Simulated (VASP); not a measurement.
## VASP 6.6.1 run: Mg₂Ge

INCAR

```
LCHARG = .FALSE.
ENCUT = 520
NBANDS = 16
LREAL = .FALSE.
LWAVE = .FALSE.
IBRION = -1
GGA = PE
EDIFF = 1E-6
ISIF = 2
NELECT = 18.5
SIGMA = 0.02
NSW = 0
NELM = 120
PREC = Accurate
ISMEAR = -1
LASPH = .TRUE.
MAXMIX = 40
```

KPOINTS

```
KPOINTS created by Atomic Simulation Environment
0
Gamma
8 8 8
0 0 0
```

POSCAR

```
Ge Mg
 1.0000000000000000
     0.0000000000000000    3.0557771880000000    3.0557771880000000
     3.0557771880000000    0.0000000000000000    3.0557771880000000
     3.0557771880000000    3.0557771880000000    0.0000000000000000
 Ge  Mg
   1   2
Cartesian
  0.0000000000000000  0.0000000000000000  0.0000000000000000
  1.5278885940000000  1.5278885940000000  1.5278885940000000
  4.5836657819999997  4.5836657819999997  4.5836657819999997
```

The recommended PBE PAW datasets give the neutral cell 18 valence electrons.

Command

```
mpirun -np 1 vasp_std
```

Q: Predict the outcome of this run.

A: It converged. Results: pressure 20.0 GPa.

OSZICAR

```
N       E                     dE             d eps       ncg     rms          rms(c)
DAV:   1     0.941348790764E+02    0.94135E+02   -0.90675E+03   992   0.204E+03
DAV:   2     0.516425279105E+01   -0.88971E+02   -0.85860E+02  1080   0.425E+02
DAV:   3    -0.566152409391E+01   -0.10826E+02   -0.10794E+02  1096   0.883E+01
DAV:   4    -0.595192279886E+01   -0.29040E+00   -0.29037E+00  1152   0.149E+01
DAV:   5    -0.595770322493E+01   -0.57804E-02   -0.57804E-02  1136   0.232E+00    0.350E+00
DAV:   6    -0.560143462026E+01    0.35627E+00   -0.51738E-01  1128   0.449E+00    0.182E+00
DAV:   7    -0.551957518886E+01    0.81859E-01   -0.18002E-01  1112   0.310E+00    0.579E-01
DAV:   8    -0.551642031815E+01    0.31549E-02   -0.11628E-02  1224   0.158E+00    0.149E-01
DAV:   9    -0.551611335892E+01    0.30696E-03   -0.67867E-04  1160   0.353E-01    0.183E-02
DAV:  10    -0.551611216401E+01    0.11949E-05   -0.35867E-05  1264   0.729E-02    0.105E-02
DAV:  11    -0.551611390013E+01   -0.17361E-05   -0.16206E-05  1168   0.389E-02    0.575E-03
DAV:  12    -0.551611207018E+01    0.18299E-05   -0.31562E-06  1008   0.237E-02    0.227E-03
DAV:  13    -0.551611176148E+01    0.30870E-06   -0.68031E-07   600   0.719E-03
   1 F= -.55161118E+01 E0= -.55151288E+01  d E =-.196587E-02
```

The cell is charged and sits in a uniform background.

For comparison, a separate PBE run of the intended cell, on usual settings and not on those above, gives a gap of 0.02 eV on its mesh and a pressure of 9.8 GPa.
